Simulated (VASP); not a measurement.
# SnTe in VASP: a series of runs, part 2 of 3

VASP 6.6.1. The steps go on from the part before.

### 3 Single point, PBE

The input, INCAR:

```
PREC = Accurate
ENCUT = 520
EDIFF = 1E-6
ISMEAR = -1
SIGMA = 0.1
LREAL = False
LASPH = True
NELM = 60
ALGO = Normal
ISIF = 2
LWAVE = False
LCHARG = True
GGA = PE
LELF = True
LVHAR = True
NBANDS = 17
```

The input, KPOINTS:

```
regular mesh
0
Gamma
  8 8 8
```

The input, POSCAR:

```
SnTe
1.0
    0.0000000000      3.1508500000      3.1508500000
    3.1508500000      0.0000000000      3.1508500000
    3.1508500000      3.1508500000      0.0000000000
Te Sn
1 1
Direct
    0.5000000000      0.5000000000      0.5000000000
    0.0000000000      0.0000000000      0.0000000000
```

Potentials or basis: VASP PAW PBE potentials, release 64 (Te, Sn_d).

Run with:

```console
cat potpaw_PBE.64/Te/POTCAR potpaw_PBE.64/Sn_d/POTCAR > POTCAR
mpirun -np 1 vasp_std > vasp.out
```

It took 70 s on 1 thread of AMD EPYC 7R13, shared host; peak memory 0.18 GiB.

The run converged. Its results:

```
Free energy            : -7.5432 eV
Pressure               : 2.2 GPa
Band gap on the k mesh : 0.10 eV, direct
```

Levels at points of the mesh, in eV from the valence-band top:
| k point | band 6 | band 7 | band 8 | band 9 | band 10 | band 11 | band 12 | band 13 | band 14 | band 15 |
| --- | --- | --- | --- | --- | --- | --- | --- | --- | --- | --- |
| (0.00, 0.00, 0.00) | -12.82 | -4.69 | -2.16 | -2.16 | -2.16 | 3.34 | 3.34 | 3.34 | 4.74 | 4.74 |
| (0.50, 0.00, 0.00) | -11.53 | -8.35 | -1.82 | -1.82 | 0.00 | 0.10 | 0.35 | 0.35 | 7.77 | 8.75 |
| (0.50, 0.50, 0.00) | -11.23 | -6.48 | -5.59 | -3.76 | -3.76 | 2.16 | 4.92 | 4.92 | 6.38 | 8.99 |

Caveat: spin-orbit coupling is left out, which moves the levels of the heavy elements.

### 4 Single point, PBE

The input, INCAR:

```
SYSTEM = SnTe
PREC     = Accurate       ! precision mode
ENCUT    = 520            ! plane-wave cutoff, eV
EDIFF    = 1E-6           ! SCF threshold, eV
ISMEAR   = -1             ! smearing method
SIGMA    = 0.1            ! smearing width, eV
LREAL    = .FALSE.        ! projectors in reciprocal space
LASPH    = .TRUE.         ! aspherical terms in the spheres
NELM     = 80             ! most SCF steps
ALGO     = Normal         ! electronic algorithm
ISIF     = 2              ! what is computed and relaxed
LWAVE    = .FALSE.        ! write WAVECAR
LCHARG   = .FALSE.        ! write CHGCAR
GGA      = PE             ! functional
NBANDS   = 17             ! bands
```

The input, KPOINTS:

```
regular mesh
0
G
  10 10 10
  0 0 0
```

POSCAR is that of step 3.

Potentials or basis: VASP PAW PBE potentials, release 64 (Te, Sn_d).

Run with:

```console
cat potpaw_PBE.64/Te/POTCAR potpaw_PBE.64/Sn_d/POTCAR > POTCAR
mpirun -np 1 vasp_std > vasp.out
```

OUTCAR:

```text
SYSTEM = SnTe
   PREC = Accurate
   ENCUT = 520
   EDIFF = 1E-6
   ISMEAR = -1
   LREAL = .FALSE.
   LASPH = .TRUE.
   NELM = 80
   ISIF = 2
   GGA = PE

 ion  position               nearest neighbor table
   1  0.500  0.500  0.500-   2 3.15   2 3.15   2 3.15   2 3.15   2 3.15   2 3.15
   2  0.000  0.000  0.000-   1 3.15   1 3.15   1 3.15   1 3.15   1 3.15   1 3.15

  LATTYP: Found a face centered cubic cell.
 ALAT       =     6.3017000000

  Lattice vectors:

 A1 = (   0.0000000000,   3.1508500000,   3.1508500000)
 A2 = (   3.1508500000,   0.0000000000,   3.1508500000)
 A3 = (   3.1508500000,   3.1508500000,   0.0000000000)

Analysis of symmetry for initial positions (statically):
[... 33 lines left out ...]
                                     Primitive cell

  volume of cell :      62.5624

  direct lattice vectors                    reciprocal lattice vectors
     0.000000000  3.150850000  3.150850000    -0.158687338  0.158687338  0.158687338
     3.150850000  0.000000000  3.150850000     0.158687338 -0.158687338  0.158687338
     3.150850000  3.150850000  0.000000000     0.158687338  0.158687338 -0.158687338

  length of vectors
     4.455974803  4.455974803  4.455974803     0.274854533  0.274854533  0.274854533

  position of ions in fractional coordinates (direct lattice)
     0.500000000  0.500000000  0.500000000
     0.000000000  0.000000000  0.000000000

  ion indices of the primitive-cell ions
   primitive index   ion index
                 1           1
                 2           2

----------------------------------------------------------------------------------------

 KPOINTS: regular mesh

Automatic generation of k-mesh.
 Grid dimensions read from file:
 generate k-points for:   10   10   10

 Generating k-lattice:

[... 73 lines left out ...]
   NUPDOWN=      -1.0000    fix difference up-down
   EMIN   =  10.00;   EMAX   =-10.00  energy-range for DOS
   EFERMI =   0.00;   METHOD = LEGACY
   ISMEAR =    -1;   SIGMA  =   0.10  broadening in eV -4-tet -1-fermi 0-gaus
   EFERMI_NEDOS =   21; number of points for ismear=-14 and -15
   IALGO  =     38    algorithm
   IMIX   =      4    mixing-type and parameters
     AMIX     =   0.40;   BMIX     =  1.00
     AMIX_MAG =   1.60;   BMIX_MAG =  1.00
  volume/ion in A,a.u.               =      31.28       211.10
  Fermi-wavevector in a.u.,A,eV,Ry     =   1.119387  2.115336 17.048485  1.253028
  Thomas-Fermi vector in A             =   2.256026
   LORBIT       =      0    0 simple, 1 ext, 2 COOP (PROOUT), +10 PAW based schemes
   GGA     = PE    functional components
   LHFCALC =     F    Hartree Fock is set to
   AEXX    =    0.0000 exact exchange contribution
   IVDW    =     0    specifies the selected vdW correction
   LEPSILON=     F    determine dielectric tensor
   LRPA    =     F    only Hartree local field effects (RPA)
 non-spin polarized calculation
  energy-cutoff  :      520.00
  volume of cell :       62.56
 maximum number of plane-waves:      1705
 NGX is ok and might be reduce to    36
   NGX = 17   NGY = 17   NGZ = 17

 number of electron      19.9999998 magnetization

 Free energy of the ion-electron system (eV)
  ---------------------------------------------------
  ext. energy  EPLUGINS =         0.00000000
  ---------------------------------------------------
  free energy    TOTEN  =        -7.54402761 eV

  energy without entropy =       -7.53931679  energy(sigma->0) =       -7.54167220

 E-fermi :   6.9819     XC(G=0):  -9.4940

 val. band max:        6.9709857229   @ k =   0.5000   0.0000   0.0000
 cond. band min:       7.0663602139   @ k =   0.5000   0.0000   0.0000
 fundamental gap:      0.0953744910
 Fermi energy:         6.9819482147

 k-point     1 :       0.0000    0.0000    0.0000
  band No.  band energies     occupation
      1     -14.9425      2.00000
      2     -14.9425      2.00000
      3     -14.9368      2.00000
      4     -14.9367      2.00000
      5     -14.9367      2.00000
      6      -5.8467      2.00000
[... 457 lines left out ...]
      4     -14.9286      2.00000
      5     -14.9282      2.00000
      6      -4.6570      2.00000
[... 9 lines left out ...]
     16      16.2019      0.00000
     17      16.6059      0.00000

 [... further k-points ...]

------------------------ aborting loop because EDIFF is reached ----------------------------------------

  FORCE on cell =-STRESS in cart. coord.  units (eV):
  Direction    XX          YY          ZZ          XY          YZ          ZX
  --------------------------------------------------------------------------------------
  -------------------------------------------------------------------------------------
  Total        0.8660577      0.8660577      0.8660577     -0.0000000      0.0000000     -0.0000000
  in kB       22.1791171     22.1791171     22.1791171     -0.0000000      0.0000000     -0.0000000
  external PRESSURE =      22.1791171 kB  Pullay stress =       0.0000000 kB

 VOLUME and BASIS-vectors are now :
 -----------------------------------------------------------------------------
  energy-cutoff  :      520.00
  volume of cell :       62.56
      direct lattice vectors                 reciprocal lattice vectors
     0.000000000  3.150850000  3.150850000    -0.158687338  0.158687338  0.158687338
     3.150850000  0.000000000  3.150850000     0.158687338 -0.158687338  0.158687338
     3.150850000  3.150850000  0.000000000     0.158687338  0.158687338 -0.158687338

 POSITION                                       TOTAL-FORCE (eV/Angst)
 -----------------------------------------------------------------------------------
      3.15085      3.15085      3.15085        -0.000000      0.000000     -0.000000
      0.00000      0.00000      0.00000         0.000000     -0.000000      0.000000
 -----------------------------------------------------------------------------------
    total drift:                               -0.000000      0.000000      0.000000

  FREE ENERGIE OF THE ION-ELECTRON SYSTEM (eV)
  ---------------------------------------------------
  free  energy   TOTEN  =        -7.5440276057 eV

  energy  without entropy=       -7.5393167872  energy(sigma->0) =       -7.54167220
```

It took 1.8 min on 1 thread of AMD EPYC 7R13, shared host; peak memory 0.2 GiB.

Results:

```
Free energy            : -7.5440 eV
Pressure               : 2.2 GPa
Band gap on the k mesh : 0.10 eV, direct
```

Caveat: spin-orbit coupling is left out, which moves the levels of the heavy elements.

### 5 Single point, PBE

The input, INCAR:

```
ALGO = Normal
EDIFF = 1E-6
ENCUT = 520
GGA = PE
ISIF = 2
ISMEAR = -1
LASPH = True
LCHARG = False
LREAL = False
LWAVE = False
NBANDS = 17
NELM = 60
PREC = Accurate
SIGMA = 0.1
```

The input, KPOINTS:

```
k-points
0
Gamma
  12 12 12
```

POSCAR is that of step 4.

Run with:

```console
cat potpaw_PBE.64/Te/POTCAR potpaw_PBE.64/Sn_d/POTCAR > POTCAR
mpirun -np 1 vasp_std > vasp.out
```

It took 3.2 min on 1 thread of AMD EPYC 7R13, shared host; peak memory 0.22 GiB.

The run converged. Its results:

- Free energy: -7.5442 eV
- Pressure: 2.2 GPa

Levels at points of the mesh, in eV from the Fermi level:
| k point | band 6 | band 7 | band 8 | band 9 | band 10 | band 11 | band 12 | band 13 | band 14 | band 15 |
| --- | --- | --- | --- | --- | --- | --- | --- | --- | --- | --- |
| (0.00, 0.00, 0.00) | -12.80 | -4.68 | -2.14 | -2.14 | -2.14 | 3.35 | 3.35 | 3.35 | 4.75 | 4.75 |
| (0.50, 0.00, 0.00) | -11.52 | -8.34 | -1.81 | -1.81 | 0.01 | 0.11 | 0.37 | 0.37 | 7.79 | 8.77 |
| (0.50, 0.50, 0.00) | -11.22 | -6.47 | -5.58 | -3.74 | -3.74 | 2.18 | 4.93 | 4.93 | 6.39 | 9.00 |

Caveat: spin-orbit coupling is left out, which moves the levels of the heavy elements.

[end of part 2 of 3]
